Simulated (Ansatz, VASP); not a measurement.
**One calculation of Nb, two programs**

```
CELL_PARAMETERS angstrom
0.00000 2.08642 2.08642
2.08642 0.00000 2.08642
2.08642 2.08642 0.00000
ATOMIC_POSITIONS crystal
Nb 0.00000 0.00000 0.00000
```

Change from the starting cell: volume scaled by 0.96, crystal datasets.

Alike in both runs: task electric field gradients; functional PBE; k mesh 13 × 13 × 13; occupations fermi-dirac, width 0.08 eV; no spin polarisation.

|  | VASP | Ansatz |
| --- | --- | --- |
| version | VASP 6.6.1 | Ansatz 0.2.0 |
| potentials or method | VASP PAW PBE potentials, release 64 (Nb_sv), cutoff 520 eV | all-electron PAW with datasets made for the crystal, scalar-relativistic |

Ansatz gave:

| Quantity | Value |
| --- | --- |
| pressure (GPa) | 6.0 |
| Vzz of the field gradient on the site that differs most (V/Å²) | 0.0 |

Which values does VASP return?

Pressure (GPa): 5.6; Vzz of the field gradient on the site that differs most (V/Å²): 0.0.

Ansatz ran all-electron here, so the differences hold the error of VASP's frozen core and of both bases. Ansatz warned: «gradients_without_spin_orbit».
